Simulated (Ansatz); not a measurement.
Here are 8 structures of MgO, each relaxed with r2SCAN (the plane-wave code Ansatz). Computed values for non-magnetic cells; some structures come from databases, others from prototypes and may be hypothetical.

- 4H polytype: it is hexagonal, P6_3mc (No. 186); a = 3.247 Å, c = 10.396 Å in the conventional setting, 11.86 Å³ an atom. Mg has 4 O at 1.97–1.99 Å; Mg has 4 O at 1.97–1.98 Å; O has 4 Mg at 1.98–1.99 Å; O has 4 Mg at 1.97 Å.
- CsCl type: it is cubic, Pm-3m (No. 221); a = 2.623 Å in the conventional setting, 9.03 Å³ an atom. Mg has 8 O at 2.27 Å; O has 8 Mg at 2.27 Å.
- NiAs type: space group P6_3/mmc (No. 194), hexagonal; conventional cell a = 2.923 Å, c = 5.092 Å, 9.42 Å³ an atom. Around Mg lie 6 O at 2.11 Å; around O lie 6 Mg at 2.11 Å.
- rocksalt: it is cubic, Fm-3m (No. 225); a = 4.204 Å in the conventional setting, 9.29 Å³ an atom. Mg is surrounded by 6 O at 2.10 Å; O is surrounded by 6 Mg at 2.10 Å.
- wurtzite: it is hexagonal, P6_3mc (No. 186); a = 3.288 Å, c = 5.034 Å in the conventional setting, 11.79 Å³ an atom. Mg has 4 O at 1.97–1.99 Å; O has 4 Mg at 1.97–1.99 Å.
- zincblende: space group F-43m (No. 216), cubic; a = 4.564 Å in the conventional setting, 11.88 Å³ an atom. Mg has 4 O at 1.98 Å; O has 4 Mg at 1.98 Å.
- database P6_3/mmc (4 atoms): space group P6_3/mmc (No. 194), hexagonal; a = 3.484 Å, c = 4.185 Å in the conventional setting, 11.00 Å³ an atom. Around Mg lie 5 O at 2.01–2.09 Å; around O lie 5 Mg at 2.01–2.09 Å.
- database P6_3/mmc (24 atoms): space group P6_3/mmc (No. 194), hexagonal; a = 2.965 Å, c = 29.459 Å in the conventional setting, 9.34 Å³ an atom. Around Mg lie 6 O at 2.10 Å; around Mg lie 6 O at 2.15 Å; around O lie 6 Mg at 2.10 Å; around O lie 6 Mg at 2.10–2.15 Å.

**Question.** Order them by r2SCAN energy an atom, lowest first.
A. rocksalt
B. CsCl type
C. NiAs type
D. zincblende
E. 4H polytype
F. wurtzite
G. database P6_3/mmc (24 atoms)
H. database P6_3/mmc (4 atoms)

**Answer.** A (0 meV/atom), G (44 meV/atom), H (62 meV/atom), F (114 meV/atom), E (135 meV/atom), D (151 meV/atom), C (159 meV/atom), B (810 meV/atom).

**Question.** Does the order change among the functionals that relaxed these cells?

**Answer.** Not for the lowest cell. PBE agrees on the lowest cell. PBE: 4H polytype 86, CsCl type 751, NiAs type 149, rocksalt 0, wurtzite 68, zincblende 101, database P6_3/mmc (4 atoms) 35, database P6_3/mmc (24 atoms) 40 meV an atom.

**Question.** What gaps does HSE06 give on these cells?

**Answer.** 4H polytype: 5.24 d (Γ); CsCl type: 4.20 i (M → Γ); NiAs type: 6.20 d (Γ); rocksalt: 6.54 d (Γ); wurtzite: 5.16 d (Γ); zincblende: 5.27 d (Γ); database P6_3/mmc (4 atoms): 5.05 d (Γ); database P6_3/mmc (24 atoms): 6.02 i ((-0.047, 0.005, 0) → Γ) (eV; d direct, i indirect).

**Question.** What gaps does PBE give on these cells?

**Answer.** 4H polytype: 3.64 d (Γ); CsCl type: 2.64 i (M → Γ); NiAs type: 4.47 d (Γ); rocksalt: 4.80 d (Γ); wurtzite: 3.56 d (Γ); zincblende: 3.66 d (Γ); database P6_3/mmc (4 atoms): 3.45 d (Γ); database P6_3/mmc (24 atoms): 4.34 i (Γ–M (0.10) → Γ) (eV; d direct, i indirect).

Where an edge lies off the special points, it is a point of the mesh or the k point where a search put PBE's edge or least direct gap, reused for the other functionals, whose own edges may lie a little apart.

Coordinates of k points refer to the reciprocal vectors of the primitive cell of the runs.

The meshes of the hybrids are coarse, so their gaps aren't converged to the digits shown.
